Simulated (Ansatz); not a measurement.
Input and command of a calculation in Ansatz (plane waves; scalar-relativistic PAW potentials unless the input names others):

```yaml
crystal:
  lattice:
    - [0.0, 0.0, -4.4369101751]
    - [-3.2843670957, 0.0, 0.0]
    - [0.0, 34.8747451438, 0.0]
  atoms:
    - { symbol: P, position: [0.4173798663, 0.0, 0.9696876223] }
    - { symbol: P, position: [0.5826201337, 0.0, 0.0303123777] }
    - { symbol: P, position: [0.9173798663, 0.5, 0.0303123777] }
    - { symbol: P, position: [0.0826201337, 0.5, 0.9696876223] }
basis:
  ecutwfc: 420
kpoints:
  mp_grid: { grid: [6, 8, 1] }
hamiltonian:
  xc: pbesol
scf:
  occupations: { method: gaussian, width: 0.05 }
  max_iter: 1
output:
  forces: true
  eigenvalues: true
  stress: true
```

```bash
ansatz run input.yaml --threads 2 --pin off --max-ram 5120MiB --backend cpu --events-out ev --progress --plain --runs-dir out
```

Abridged log:
```
Pseudopotentials: kind: paw
Pseudopotential: P, paw, valence charge 5, recommended cutoff 420 eV (normal)
Functional definition: PBEsol
Crystal: 4 atoms, lattice volume = 508.210 Å³
Basis set: ecut = 420 eV, 9997 PW (Γ), exchange–correlation on 60×48×480 points (8 copies of the dense FFT grid, shifted against one another)
Bands: 14, of which v1, the nominal top of the filled ones, is band 10 counted from 1 (9 counted from 0)
Symmetry: 8 space group operations
Space group: Pmna (ITA 53), of the structure as read, at distance tolerance 8.0e-5 Å
k-points: 20 of 48
Initial density: superposition of atomic densities (neutral atoms: chi_scale 0, normalization atom), corrected by the library's trained network
Initial wavefunctions: pseudopotential atomic-orbital guess
Functional: x = pbesol(κ = 0.804, μ = 0.12345679), c = pbesol(β = 0.046)
SCF iter   1: F=—  HF=-2959.927772 eV  |F-HF|=—  |Δ(HF+E_count)|=         —  Δρ=1.31e-3  dr2=1.00e-2  ethr=1.77e-3  ⟨swp⟩=6.4  Hψ=4605  notcnv=0
```

Question: What is wrong with this input?

Answer: The fault is too few SCF iterations (scf.max_iter: not typed → 1, the first being the value of the sound run). Setting it back cures it. The log, from which this was withheld above, says: «Error: did not converge after 1 iterations: dr2 = 1.00e-2 (threshold 1.00e-7), under the density mixer `msr1`, which `scf.mixing.algorithm: auto` chose by the deck's other keys (type `scf.mixing.algorithm: msr1` to keep it); raise `scf.max_iter`, which need not help a stalled SCF, or adjust the mixing (`scf.mixing`) or, under a smearing, its width (`scf.occupations.width` …» The run stopped without converging. A reference run from the same start on usual settings converged with pressure 0.00 GPa, largest force 0.004 eV/Å, gap on the mesh 0.70 eV.

Time: 1.8 s on 2 threads of Arm Neoverse V2 (shared host), peak memory 0.54 GiB.